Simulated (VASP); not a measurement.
# W in VASP: further runs, part 2 of 2

VASP 6.6.1.

## (4) Single point, PBEsol

INCAR

```
ALGO = Normal
DIPOL = 0.5 0.5 0.500
EDIFF = 1E-6
ENCUT = 520
GGA = PS
ICORELEVEL = 1
IDIPOL = 3
ISIF = 2
ISMEAR = 1
KPAR = 4
LASPH = True
LCHARG = False
LDIPOL = True
LREAL = False
LVACPOTAV = True
LVHAR = True
LWAVE = False
NELM = 80
PREC = Accurate
SIGMA = 0.1
```

KPOINTS

```
k-points
0
Gamma
  15 15 1
```

POSCAR

```
W                                       
1.0
    2.7324954800      0.0000000000      0.0000000000
   -0.9108318300      2.5762214400      0.0000000000
    0.0000000000      0.0000000000     26.1553660800
  W             
     6
Direct
     0.5000000000000000    0.5000000000000000    0.2897589578905256
     0.0000000000000000    0.0000000000000000    0.3719502696161751
     0.5000000000000000    0.5000000000000000    0.4573494306385930
     0.0000000000000000    0.0000000000000000    0.5426505693614071
     0.5000000000000000    0.5000000000000000    0.6280497303838249
     0.0000000000000000    0.0000000000000000    0.7102410421094744
```

Potentials or basis: VASP PAW PBE potentials, release 64 (W_sv).

Run with:

```console
$ cat potpaw_PBE.64/W_sv/POTCAR > POTCAR
$ mpirun -np 4 vasp_std > vasp.out
```

OUTCAR:

```text
EDIFF = 1E-6
   ENCUT = 520
   GGA = PS
   ISIF = 2
   ISMEAR = 1
   LASPH = True
   LREAL = False
   NELM = 80
   PREC = Accurate

 ion  position               nearest neighbor table
   1  0.500  0.500  0.290-   2 2.67   2 2.67   2 3.10   2 3.10
   2  0.000  0.000  0.372-   1 2.67   1 2.67   3 2.73   3 2.73   1 3.10   1 3.10   3 3.16   3 3.16

   3  0.500  0.500  0.457-   4 2.73   4 2.73   2 2.73   2 2.73   4 3.16   4 3.16   2 3.16   2 3.16

   4  0.000  0.000  0.543-   3 2.73   3 2.73   5 2.73   5 2.73   3 3.16   3 3.16   5 3.16   5 3.16

   5  0.500  0.500  0.628-   6 2.67   6 2.67   4 2.73   4 2.73   6 3.10   6 3.10   4 3.16   4 3.16

   6  0.000  0.000  0.710-   5 2.67   5 2.67   5 3.10   5 3.10

  LATTYP: Found a base centered orthorhombic cell.
 ALAT       =     3.1552139962
 B/A-ratio  =     1.4142135649
 C/A-ratio  =     8.2895696177

  Lattice vectors:

 A1 = (   2.7324954800,   0.0000000000,   0.0000000000)
 A2 = (  -0.9108318300,   2.5762214400,   0.0000000000)
 A3 = (   0.0000000000,   0.0000000000,  26.1553660800)

Analysis of symmetry for initial positions (statically):
=====================================================================
 Subroutine PRICEL returns:
 Original cell was already a primitive cell.

 Routine SETGRP: Setting up the symmetry group for a
 base centered orthorhombic supercell.

 Subroutine GETGRP returns: Found  8 space group operations
 (whereof  4 operations were pure point group operations)
 out of a pool of  8 trial point group operations.

The static configuration has the point symmetry C_2v.
 The point group associated with its full space group is D_2h.

Analysis of symmetry for dynamics (positions and initial velocities):
=====================================================================
 Subroutine PRICEL returns:
 Original cell was already a primitive cell.

[... 155 lines left out ...]

 number of electron      84.0000025 magnetization

 dipolmoment           0.000000      0.000000     -0.000000 electrons x Angstroem

 Free energy of the ion-electron system (eV)
  ---------------------------------------------------
  ext. energy  EPLUGINS =         0.00000000
  ---------------------------------------------------
  free energy    TOTEN  =       -79.67042287 eV

  energy without entropy =      -79.66986619  energy(sigma->0) =      -79.67023731

 the core state eigenenergies are
   1-  1s -69459.4705  2s -11979.9976  2p -10473.6052  3s  -2752.5881  3p  -2306.7015
       3d  -1794.6625  4s   -561.0310  4p   -414.8165  4d   -229.6952  4f    -24.5903

   2-  1s -69459.4037  2s -11979.9656  2p -10473.5702  3s  -2752.5793  3p  -2306.6926
       3d  -1794.6520  4s   -561.0563  4p   -414.8455  4d   -229.7291  4f    -24.6396
[... 10 lines left out ...]
   6-  1s -69459.4705  2s -11979.9976  2p -10473.6052  3s  -2752.5881  3p  -2306.7015
       3d  -1794.6625  4s   -561.0310  4p   -414.8165  4d   -229.6952  4f    -24.5903

 E-fermi :   3.5408     XC(G=0):  -7.8521

 val. band max:        3.5389383959   @ k =  -0.3333   0.2000   0.0000
 cond. band min:       3.5434104774   @ k =  -0.1333   0.1333   0.0000
 fundamental gap:      0.0044720814
 Fermi energy:         3.5407747519

 k-point     1 :       0.0000    0.0000    0.0000
  band No.  band energies     occupation
      1     -70.6260      2.00000
      2     -70.6012      2.00000
      3     -70.5592      2.00000
      4     -70.5145      2.00000
      5     -70.4312      2.00000
      6     -70.4305      2.00000
[... 1261 lines left out ...]
     49       5.9743      0.00000
     50       6.2584      0.00000

 [... further k-points ...]

------------------------ aborting loop because EDIFF is reached ----------------------------------------

  FORCE on cell =-STRESS in cart. coord.  units (eV):
  Direction    XX          YY          ZZ          XY          YZ          ZX
  --------------------------------------------------------------------------------------
  -------------------------------------------------------------------------------------
  Total       -3.2153362     -3.6432667     -0.0570372     -0.6051851      0.0000000      0.0000000
  in kB      -27.9790863    -31.7028347     -0.4963241     -5.2661755      0.0000000      0.0000000
  external PRESSURE =     -20.0594150 kB  Pullay stress =       0.0000000 kB

 VOLUME and BASIS-vectors are now :
 -----------------------------------------------------------------------------
  energy-cutoff  :      520.00
  volume of cell :      184.12
      direct lattice vectors                 reciprocal lattice vectors
     2.732495480  0.000000000  0.000000000     0.365965839  0.129388464  0.000000000
    -0.910831830  2.576221440  0.000000000     0.000000000  0.388165390  0.000000000
     0.000000000  0.000000000 26.155366080     0.000000000  0.000000000  0.038233072

 POSITION                                       TOTAL-FORCE (eV/Angst)
 -----------------------------------------------------------------------------------
      0.91083      1.28811      7.57875        -0.000000      0.000000     -0.010481
      0.00000      0.00000      9.72850         0.000000      0.000000      0.009476
      0.91083      1.28811     11.96214         0.000000      0.000000      0.015664
      0.00000      0.00000     14.19322        -0.000000      0.000000     -0.015664
      0.91083      1.28811     16.42687        -0.000000      0.000000     -0.009476
      0.00000      0.00000     18.57661        -0.000000      0.000000      0.010481
 -----------------------------------------------------------------------------------
    total drift:                                0.000000      0.000000     -0.000000

  FREE ENERGIE OF THE ION-ELECTRON SYSTEM (eV)
  ---------------------------------------------------
  free  energy   TOTEN  =       -79.6704228652 eV

  energy  without entropy=      -79.6698661944  energy(sigma->0) =      -79.67023731

 vacuum level on the upper side and lower side of the slab         8.417         8.417
```

It took 4.7 min on 4 MPI ranks of Intel Xeon Platinum 8259CL at 2.50GHz (Skylake/Cascade Lake), shared host; peak memory 0.53 GiB.

Results:

| Quantity | Value |
| --- | --- |
| Free energy | -79.6704 eV |
| Largest force | 0.016 eV/Å |
| Band gap on the k mesh | none (metal or under the smearing width) |
| Work function of the upper face | 4.88 eV |
| Work function of the lower face | 4.88 eV |

Forces in eV/Å, atoms in the order of the input:
```
W    0.000  0.000 -0.010
W    0.000  0.000  0.009
W    0.000  0.000  0.016
W    0.000  0.000 -0.016
W    0.000  0.000 -0.009
W    0.000  0.000  0.010
```

Core levels (eV, on the scale of the bands):
```
atom                                                                                                                levels
 1 W  1s -69459.5, 2s -11980.0, 2p -10473.6, 3s -2752.6, 3p -2306.7, 3d -1794.7, 4s -561.0, 4p -414.8, 4d -229.7, 4f -24.6
 2 W  1s -69459.4, 2s -11980.0, 2p -10473.6, 3s -2752.6, 3p -2306.7, 3d -1794.7, 4s -561.1, 4p -414.8, 4d -229.7, 4f -24.6
 3 W  1s -69459.4, 2s -11980.0, 2p -10473.6, 3s -2752.6, 3p -2306.7, 3d -1794.7, 4s -561.1, 4p -414.9, 4d -229.7, 4f -24.7
 4 W  1s -69459.4, 2s -11980.0, 2p -10473.6, 3s -2752.6, 3p -2306.7, 3d -1794.7, 4s -561.1, 4p -414.9, 4d -229.7, 4f -24.7
 5 W  1s -69459.4, 2s -11980.0, 2p -10473.6, 3s -2752.6, 3p -2306.7, 3d -1794.7, 4s -561.1, 4p -414.8, 4d -229.7, 4f -24.6
 6 W  1s -69459.5, 2s -11980.0, 2p -10473.6, 3s -2752.6, 3p -2306.7, 3d -1794.7, 4s -561.0, 4p -414.8, 4d -229.7, 4f -24.6
```

Caveat: the PAW data sets were made with another functional, which shifts forces and pressure a little.
